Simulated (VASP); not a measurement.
# Si2W (P6_222) in VASP: settings compared, part 3 of 3

VASP 6.6.1. The steps go on from the part before.

### Step 5. Equation of state, LDA, 12.60 Å³/atom (a relaxed cell with its volume scaled by 0.96)

File INCAR:

```
PREC = Accurate
ENCUT = 520
EDIFF = 1E-7
ISMEAR = 0
SIGMA = 0.02
LREAL = F
LASPH = T
NELM = 100
ALGO = Fast
ISIF = 2
LWAVE = F
LCHARG = F
KPAR = 4
```

File KPOINTS:

```
regular mesh
0
Gamma
  6 6 4
```

File POSCAR:

```
Si2W                                    
1.0
    4.4948698293      0.0000000000     -0.0000000000
   -2.2474349147      3.8926714588      0.0000000000
    0.0000000000      0.0000000000      6.4833101528
  W               Si            
     3     6
Direct
     0.5000000000000000    0.0000000000000000    0.5000000000000000
     0.5000000000000000    0.5000000000000000    0.8333333332999970
     0.0000000000000000    0.5000000000000000    0.1666666667000030
     0.3276324585388249    0.1638162292694126    0.1666666667000030
     0.8361837707305877    0.1638162292694123    0.8333333332999970
     0.1638162292694126    0.3276324585388248    0.5000000000000000
     0.6723675414611753    0.8361837707305874    0.1666666667000030
     0.1638162292694123    0.8361837707305877    0.8333333332999970
     0.8361837707305874    0.6723675414611753    0.5000000000000000
```

Potentials or basis: VASP PAW LDA potentials, release 64 (W_sv, Si).

Run with:

```sh
$ cat potpaw_LDA.64/W_sv/POTCAR potpaw_LDA.64/Si/POTCAR > POTCAR
$ mpirun -np 4 vasp_std > vasp.out
```

OUTCAR:

```text
PREC = Accurate
   ENCUT = 520
   EDIFF = 1E-7
   ISMEAR = 0
   LREAL = F
   LASPH = T
   NELM = 100
   ISIF = 2

 ion  position               nearest neighbor table
   1  0.500  0.000  0.500-   5 2.53   8 2.53   7 2.53   4 2.53   6 2.58   9 2.58   9 2.58   6 2.58
                             6 2.62   9 2.62   3 3.12   3 3.12   2 3.12   2 3.12
   2  0.500  0.500  0.833-   6 2.53   9 2.53   7 2.53   4 2.53   5 2.58   8 2.58   8 2.58   5 2.58
                             8 2.62   5 2.62   1 3.12   1 3.12   3 3.12   3 3.12
   3  0.000  0.500  0.167-   6 2.53   9 2.53   8 2.53   5 2.53   4 2.58   7 2.58   7 2.58   4 2.58
                             7 2.62   4 2.62   1 3.12   1 3.12   2 3.12   2 3.12
   4  0.328  0.164  0.167-   6 2.51   8 2.51   1 2.53   2 2.53   7 2.55   3 2.58   3 2.58   3 2.62
                             7 2.62   7 2.62   9 3.09   5 3.09   9 3.15   5 3.15
   5  0.836  0.164  0.833-   6 2.51   7 2.51   1 2.53   3 2.53   8 2.55   2 2.58   2 2.58   2 2.62
                             8 2.62   8 2.62   9 3.09   4 3.09   9 3.15   4 3.15
   6  0.164  0.328  0.500-   5 2.51   4 2.51   2 2.53   3 2.53   9 2.55   1 2.58   1 2.58   1 2.62
                             9 2.62   9 2.62   7 3.09   8 3.09   7 3.15   8 3.15
   7  0.672  0.836  0.167-   9 2.51   5 2.51   1 2.53   2 2.53   4 2.55   3 2.58   3 2.58   3 2.62
                             4 2.62   4 2.62   6 3.09   8 3.09   6 3.15   8 3.15
   8  0.164  0.836  0.833-   9 2.51   4 2.51   1 2.53   3 2.53   5 2.55   2 2.58   2 2.58   2 2.62
                             5 2.62   5 2.62   6 3.09   7 3.09   6 3.15   7 3.15
   9  0.836  0.672  0.500-   8 2.51   7 2.51   2 2.53   3 2.53   6 2.55   1 2.58   1 2.58   1 2.62
                             6 2.62   6 2.62   4 3.09   5 3.09   4 3.15   5 3.15

  LATTYP: Found a hexagonal cell.
 ALAT       =     4.4948698293
 C/A-ratio  =     1.4423799574

  Lattice vectors:

 A1 = (   4.4948698293,   0.0000000000,   0.0000000000)
 A2 = (  -2.2474349147,   3.8926714588,   0.0000000000)
 A3 = (   0.0000000000,   0.0000000000,   6.4833101528)

Analysis of symmetry for initial positions (statically):
=====================================================================
 Subroutine PRICEL returns:
 Original cell was already a primitive cell.

 Routine SETGRP: Setting up the symmetry group for a
[... 166 lines left out ...]
  energy-cutoff  :      520.00
  volume of cell :      113.44
 maximum number of plane-waves:      3115
 NGX is ok and might be reduce to    36
   NGX = 17   NGY = 17   NGZ = 25

 number of electron      65.9999997 magnetization

 Free energy of the ion-electron system (eV)
  ---------------------------------------------------
  ext. energy  EPLUGINS =         0.00000000
  ---------------------------------------------------
  free energy    TOTEN  =       -81.31929787 eV

  energy without entropy =      -81.31915766  energy(sigma->0) =      -81.31922776

 E-fermi :  13.5146     XC(G=0): -12.9666

 val. band max:       13.4926109128   @ k =   0.5000   0.0000   0.0000
 cond. band min:      13.5366095694   @ k =   0.5000   0.0000   0.5000
 fundamental gap:      0.0439986566
 Fermi energy:        13.5146102412

 k-point     1 :       0.0000    0.0000    0.0000
  band No.  band energies     occupation
      1     -60.2749      2.00000
      2     -60.2565      2.00000
      3     -60.2565      2.00000
      4     -24.9971      2.00000
      5     -24.9895      2.00000
      6     -24.9895      2.00000
[... 871 lines left out ...]
     38      15.2743      0.00000
     39      15.9826      0.00000

------------------------ aborting loop because EDIFF is reached ----------------------------------------

  FORCE on cell =-STRESS in cart. coord.  units (eV):
  Direction    XX          YY          ZZ          XY          YZ          ZX
  --------------------------------------------------------------------------------------
  -------------------------------------------------------------------------------------
  Total        7.4777797      7.4777797      7.9362983     -0.0000000     -0.0000000      0.0000000
  in kB      105.6140218    105.6140218    112.0900071     -0.0000000     -0.0000000      0.0000000
  external PRESSURE =     107.7726836 kB  Pullay stress =       0.0000000 kB

 VOLUME and BASIS-vectors are now :
 -----------------------------------------------------------------------------
  energy-cutoff  :      520.00
  volume of cell :      113.44
      direct lattice vectors                 reciprocal lattice vectors
     4.494869829  0.000000000  0.000000000     0.222475853  0.128446494  0.000000000
    -2.247434915  3.892671459  0.000000000     0.000000000  0.256892987  0.000000000
     0.000000000  0.000000000  6.483310153     0.000000000  0.000000000  0.154242197

 POSITION                                       TOTAL-FORCE (eV/Angst)
 -----------------------------------------------------------------------------------
      2.24743      0.00000      3.24166        -0.000000      0.000000      0.000000
      1.12372      1.94634      5.40276        -0.000000      0.000000      0.000000
     -1.12372      1.94634      1.08055        -0.000000      0.000000     -0.000000
      1.10450      0.63768      1.08055        -0.023458     -0.013544     -0.000000
      3.39037      0.63768      5.40276         0.023458     -0.013544      0.000000
     -0.00000      1.27537      3.24166         0.000000     -0.027087      0.000000
      1.14294      3.25499      1.08055         0.023458      0.013544     -0.000000
     -1.14294      3.25499      5.40276        -0.023458      0.013544      0.000000
      2.24743      2.61731      3.24166        -0.000000      0.027087      0.000000
 -----------------------------------------------------------------------------------
    total drift:                               -0.000000      0.000000     -0.000000

  FREE ENERGIE OF THE ION-ELECTRON SYSTEM (eV)
  ---------------------------------------------------
  free  energy   TOTEN  =       -81.3192978679 eV

  energy  without entropy=      -81.3191576577  energy(sigma->0) =      -81.31922776
```

OSZICAR:

```text
N       E                     dE             d eps       ncg     rms          rms(c)
DAV:   1     0.652647250973E+03    0.65265E+03   -0.35704E+04  1686   0.175E+03
DAV:   2    -0.378046181538E+02   -0.69045E+03   -0.67367E+03  1733   0.500E+02
DAV:   3    -0.824144180281E+02   -0.44610E+02   -0.43024E+02  2080   0.108E+02
[... 18 lines left out ...]
RMM:  22    -0.813192981050E+02   -0.34010E-06   -0.16919E-05  2365   0.110E-02    0.622E-03
RMM:  23    -0.813192986647E+02   -0.55969E-06   -0.18471E-06  1862   0.399E-03    0.659E-03
RMM:  24    -0.813192983318E+02    0.33295E-06   -0.25969E-07  1336   0.242E-03    0.523E-03
RMM:  25    -0.813192979293E+02    0.40245E-06   -0.10622E-06  1848   0.327E-03    0.242E-03
RMM:  26    -0.813192978679E+02    0.61433E-07   -0.33878E-07  1391   0.176E-03
   1 F= -.81319298E+02 E0= -.81319228E+02  d E =-.140210E-03
```

Run time: 99 s. Hardware: 4 MPI ranks of AMD EPYC 7R43 (Zen 3), shared host; peak memory 0.2 GiB.

Results:

```
Free energy            : -81.3193 eV
Pressure               : 10.8 GPa
Largest force          : 0.027 eV/Å
Band gap on the k mesh : none (metal or under the smearing width)
```

### Step 6. Equation of state, LDA, 12.87 Å³/atom (a relaxed cell with its volume scaled by 0.98)

INCAR is that of step 5.

KPOINTS is that of step 5.

Changes to POSCAR since step 5:

```diff
@@ -2,5 +2,5 @@
 1.0
-    4.4948698293      0.0000000000     -0.0000000000
-   -2.2474349147      3.8926714588      0.0000000000
-    0.0000000000      0.0000000000      6.4833101528
+    4.5258699112      0.0000000000     -0.0000000000
+   -2.2629349556      3.9195183173      0.0000000000
+    0.0000000000      0.0000000000      6.5280240496
   W               Si
```

Potentials or basis: VASP PAW LDA potentials, release 64 (W_sv, Si).

Run with:

```sh
$ cat potpaw_LDA.64/W_sv/POTCAR potpaw_LDA.64/Si/POTCAR > POTCAR
$ mpirun -np 4 vasp_std > vasp.out
```

Run time: 83 s. Hardware: 4 MPI ranks of AMD EPYC 7R43 (Zen 3), shared host; peak memory 0.2 GiB.

It converged, with:

* Free energy: -81.4365 eV
* Pressure: 5.1 GPa
* Largest force: 0.013 eV/Å
* Band gap on the k mesh: none (metal or under the smearing width)

### Step 7. Equation of state, LDA, 13.13 Å³/atom

INCAR is that of step 6.

KPOINTS is that of step 6.

Changes to POSCAR since step 6:

```diff
@@ -2,5 +2,5 @@
 1.0
-    4.5258699112      0.0000000000     -0.0000000000
-   -2.2629349556      3.9195183173      0.0000000000
-    0.0000000000      0.0000000000      6.5280240496
+    4.5564510409      0.0000000000     -0.0000000000
+   -2.2782255205      3.9460023525      0.0000000000
+    0.0000000000      0.0000000000      6.5721336582
   W               Si
```

Run with:

```sh
$ cat potpaw_LDA.64/W_sv/POTCAR potpaw_LDA.64/Si/POTCAR > POTCAR
$ mpirun -np 4 vasp_std > vasp.out
```

It took 75 s on 4 MPI ranks of AMD EPYC 7R43 (Zen 3), shared host; peak memory 0.21 GiB.

It converged, with:

* Free energy: -81.4742 eV
* Pressure: 0.0 GPa
* Band gap on the k mesh: none (metal or under the smearing width)

### Step 8. Equation of state, LDA, 13.39 Å³/atom (a relaxed cell with its volume scaled by 1.02)

INCAR is that of step 7.

KPOINTS is that of step 7.

Changes to POSCAR since step 7:

```diff
@@ -2,5 +2,5 @@
 1.0
-    4.5564510409      0.0000000000     -0.0000000000
-   -2.2782255205      3.9460023525      0.0000000000
-    0.0000000000      0.0000000000      6.5721336582
+    4.5866270928      0.0000000000     -0.0000000000
+   -2.2933135464      3.9721355800      0.0000000000
+    0.0000000000      0.0000000000      6.6156589906
   W               Si
```

Run with:

```sh
$ cat potpaw_LDA.64/W_sv/POTCAR potpaw_LDA.64/Si/POTCAR > POTCAR
$ mpirun -np 4 vasp_std > vasp.out
```

Wall time 70 s (4 MPI ranks of AMD EPYC 7R43 (Zen 3), shared host); peak memory 0.21 GiB.

It converged, with:

* Free energy: -81.4405 eV
* Pressure: -4.6 GPa
* Largest force: 0.015 eV/Å
* Band gap on the k mesh: none (metal or under the smearing width)

### Step 9. Equation of state, LDA, 13.65 Å³/atom (a relaxed cell with its volume scaled by 1.04)

INCAR is that of step 8.

KPOINTS is that of step 8.

Changes to POSCAR since step 8:

```diff
@@ -2,5 +2,5 @@
 1.0
-    4.5866270928      0.0000000000     -0.0000000000
-   -2.2933135464      3.9721355800      0.0000000000
-    0.0000000000      0.0000000000      6.6156589906
+    4.6164112202      0.0000000000     -0.0000000000
+   -2.3082056101      3.9979293909      0.0000000000
+    0.0000000000      0.0000000000      6.6586190190
   W               Si
```

Potentials or basis: VASP PAW LDA potentials, release 64 (W_sv, Si).

Run with:

```sh
$ cat potpaw_LDA.64/W_sv/POTCAR potpaw_LDA.64/Si/POTCAR > POTCAR
$ mpirun -np 4 vasp_std > vasp.out
```

Wall time 70 s (4 MPI ranks of AMD EPYC 7R43 (Zen 3), shared host); peak memory 0.21 GiB.

It converged, with:

```yaml
Free_energy: -81.3427 eV
Pressure: -8.7 GPa
Largest_force: 0.028 eV/Å
Band_gap_on_the_k_mesh: none (metal or under the smearing width)
```

### Step 10. Equation of state, LDA

This run uses another cell than the first one, of 13.13 Å³/atom, 0.962 times its volume.

No new run: the results of the series are fitted here.

What came out:

* Equilibrium volume: 13.13 Å³/atom
* Bulk modulus at fixed shape and positions: 241 GPa
* Pressure derivative of the bulk modulus: 4.4 (rough: it moves with the points fitted)

Energy against volume, from the lowest point:
| volume (Å³/atom) | energy (meV/atom) |
| --- | --- |
| 12.604 | 17.21 |
| 12.867 | 4.19 |
| 13.129 | 0.00 |
| 13.392 | 3.74 |
| 13.655 | 14.61 |

Caveat: the cell was scaled at fixed shape and fractional positions, which overstates the stiffness of a crystal with free parameters, most of all of layers and chains.

### Step 11. For comparison

An earlier run on the cell as given: functional PBEsol; potentials or basis VASP PAW PBE potentials, release 64 (W_sv, Si); cutoff 520 eV; k mesh 7 × 7 × 4; occupations fermi-dirac, width 0.05 eV; no spin polarisation.

- Pressure: -5.3 GPa
- Largest force: 0.033 eV/Å
- Band gap on the k mesh: 0.22 eV, indirect (least direct gap 0.68 eV)
